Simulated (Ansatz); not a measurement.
# SnO under changes of volume

One of the cells (17.769 Å³/atom); the others are scaled copies at fixed shape and fractional positions:

```
Sn O
1.0
     3.81370    0.00000    0.00000
     0.00000    3.81370    0.00000
     0.00000    0.00000    4.88691
Sn O
2 2
Direct
  0.50000 0.00000 0.76463
  0.00000 0.50000 0.23537
  0.00000 0.00000 0.00000
  0.50000 0.50000 0.00000
```

The cell is a database's computed one.

| Quantity | Value |
| --- | --- |
| Program | Ansatz 0.2.0 |
| Functional | PBE |
| Potentials or basis | Ansatz NC |
| Cutoff | 1240 eV (not typed: the program's choice for these potentials) |
| k mesh | 7 × 7 × 6 |
| Occupations | fermi-dirac, width 0.05 eV |
| Spin | no spin polarisation |

| volume (Å³/atom) | energy over the lowest point (meV/atom) | pressure (GPa) | gap on the mesh (eV) | largest force (eV/Å) |
| --- | --- | --- | --- | --- |
| 16.703 | 54.11 | 10.6 | 0.14 | 1.323 |
| 17.058 | 33.34 | 8.1 | 0.23 | 0.979 |
| 17.414 | 18.06 | 5.7 | 0.30 | 0.662 |
| 17.769 | 7.73 | 3.6 | 0.38 | 0.370 |
| 18.125 | ? | ? | ? | ? |
| 18.480 | 0.00 | 0.0 | 0.51 | 0.153 |
| 18.835 | 1.75 | -1.5 | 0.58 | 0.388 |

Question: What does the run at 18.125 Å³/atom give?

Answer: Energy over the lowest point 1.86 meV/atom; pressure 1.7 GPa; gap on the mesh 0.45 eV; largest force 0.099 eV/Å.

Worked out: A Birch-Murnaghan fit of order 3 (a polynomial in V^(-2/3)) to the other rows has its minimum at 18.48 Å³/atom with B0 = V·E''(V) = 85 GPa and B' = 4.4 at fixed shape and positions, which overstates the stiffness. It gives 1.86 meV/atom at 18.125 Å³/atom, against the run's 1.86, and -dE/dV = 1.7 GPa, against 1.7. A straight line through the other rows of the gap, of slope 3.61 eV per unit of ln V, gives 0.44 eV, against the run's 0.45.

Energies are extrapolated to zero smearing.

Caveats: odd divisions of the mesh miss points on the zone boundary, where band edges often lie, so the gap on the mesh can be too wide; spin-orbit coupling is left out, which moves the levels of the heavy elements; forces of over 1 eV/Å show positions far from the minimum, so gaps and moduli don't describe the material at rest (some runs).

A mesh can miss the band edges.
